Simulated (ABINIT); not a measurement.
The system is Ti.

```
Ti
1.0
     4.56737    0.00000    0.00000
    -2.28369    3.95546    0.00000
     0.00000    0.00000    2.82624
Ti
3
Direct
  0.66667 0.33333 0.50000
  0.33333 0.66667 0.50000
  0.00000 0.00000 0.00000
```

This isn't the form of Ti at room conditions, which is hcp.

Base run:

- Program: ABINIT 10.8.3 (patched build)
- Functional: SCAN
- Potentials or basis: JTH PAW PBE v2.0
- Cutoff: 490 eV
- k mesh: 7 × 7 × 9
- Occupations: fermi-dirac, width 0.05 eV
- Spin: no spin polarisation

Its results: band gap on the k mesh none (metal or under the smearing width); pressure -1.4 GPa.

Problem. After a change of settings the same cell gave: band gap on the k mesh none (metal or under the smearing width); pressure 3.5 GPa. Which change was it?
A. functional from SCAN to AM05
B. functional from SCAN to r2SCAN
C. functional from SCAN to BLYP
D. functional from SCAN to LDA

Solution. C.

Caveats: the PAW data sets were made with another functional, which shifts forces and pressure a little.
